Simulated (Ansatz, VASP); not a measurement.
Ag: VASP beside Ansatz

```
CELL_PARAMETERS angstrom
-1.61426 1.61426 1.73844
1.61426 -1.61426 1.73844
1.61426 1.61426 -1.73844
ATOMIC_POSITIONS crystal
Ag 0.00000 0.00000 0.00000
```

Change from the starting cell: strain -0.025 along x and y, +0.050 along z, atoms carried along.

Alike in both runs: task single point; functional PBEsol; k mesh 20 × 20 × 20; occupations gaussian, width 0.15 eV; no spin polarisation.

|  | VASP | Ansatz |
| --- | --- | --- |
| version | VASP 6.6.1 | Ansatz 0.2.0 |
| potentials or method | VASP PAW PBE potentials, release 64 (Ag) | scalar-relativistic, plane waves, PAW |
| plane-wave cutoff (eV) | 520 | 420 |
| valence electrons in the cell | 11 | 19 |

|  | VASP | Ansatz | Ansatz less VASP |
| --- | --- | --- | --- |
| gap on the k mesh at the Fermi level (eV) | none | none | - |
| pressure (GPa) | -7.3 | -7.2 | +0.12 |
| largest component of the traceless stress (GPa) | 0.77 | 0.78 | +0.009 |

A gap of «none» marks a metal or a gap that the smearing closes. The two sets of potentials don't hold the same shells in valence.

Caveats: the PAW data sets were made with another functional, which shifts forces and pressure a little (VASP).
